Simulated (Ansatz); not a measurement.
Ga₂O₃ (C2/m): gap against strain (uniaxial along z, other directions held)

Ga₂O₃ (C2/m) from a database of computed structures, relaxed with r2SCAN in Ansatz, then strained (uniaxial along z, other directions held; changes of length per length, axes as in the cell below) with the atoms relaxed again within the symmetry that is left. It is monoclinic, C2/m (No. 12); conventional cell a = 12.255 Å, b = 3.039 Å, c = 5.808 Å, β = 103.8°, 10.50 Å³ an atom. Around Ga lie 6 O at 1.94–2.08 Å; around Ga lie 4 O at 1.83–1.87 Å; around O lie 3 Ga at 1.84–1.94 Å; around O lie 4 Ga at 1.87–2.08 Å; around O lie 3 Ga at 1.83–1.94 Å. No spin polarisation and no zero-point or thermal motion.

```
CELL_PARAMETERS angstrom
6.12741 -1.51956 -0.00261
6.12741 1.51956 -0.00261
-1.38364 0.00000 5.64108
ATOMIC_POSITIONS crystal
Ga 0.34126 0.34126 0.68555
Ga 0.65874 0.65874 0.31445
Ga 0.90949 0.90949 0.20523
Ga 0.09051 0.09051 0.79477
O 0.50370 0.50370 0.74375
O 0.49630 0.49630 0.25625
O 0.82666 0.82666 0.43647
O 0.17334 0.17334 0.56353
O 0.16421 0.16421 0.10913
O 0.83579 0.83579 0.89087
```

Gaps are the least over each mesh (PBE 8×8×4, r2SCAN 8×8×4, HSE06 6×6×4 when unstrained) and the special points, which keep their unstrained names; stress is the change from the unstrained cell, compression positive.

```tsv
strain (%)	gap, PBE (eV)	gap, r2SCAN (eV)	gap, HSE06 (eV)	edges, HSE06	stress along the strain, r2SCAN (GPa)	energy rise, r2SCAN (meV/atom)
-2.0	2.498	3.161	4.314	Γ	+7.33	4.8
-1.0	2.448	3.105	4.259	Γ	+3.61	1.2
0.0	2.367	3.023	4.180	(0.448, -0.458, -1/2) → Γ	0.00	0.0
+1.0	2.283	2.936	4.088	(0.448, -0.453, -1/2) → Γ	-3.50	1.1
+2.0	2.194	2.844	3.992	(0.448, -0.448, -1/2) → Γ	-6.89	4.6
+3.0	2.102	2.749	3.891	(0.443, -0.448, -1/2) → Γ	-10.15	10.1
```

Task: Estimate the row for a strain of -3.0 %.

Result:
```tsv
strain (%)	gap, PBE (eV)	gap, r2SCAN (eV)	gap, HSE06 (eV)	edges, HSE06	stress along the strain, r2SCAN (GPa)	energy rise, r2SCAN (meV/atom)
-3.0	2.542	3.205	4.362	Γ	+11.16	10.8
```

Between zero and the nearest strains the slope of the HSE06 gap against strain is -0.080 eV per percent for negative and -0.092 for positive strain.

Where an edge lies off the special points, it is a point of the mesh or the k point where a search put PBE's edge or least direct gap, reused for the other functionals, whose own edges may lie a little apart.

Coordinates of k points refer to the reciprocal vectors of the primitive cell of the runs.

The meshes of the hybrids are coarse, so their gaps aren't converged to the digits shown.
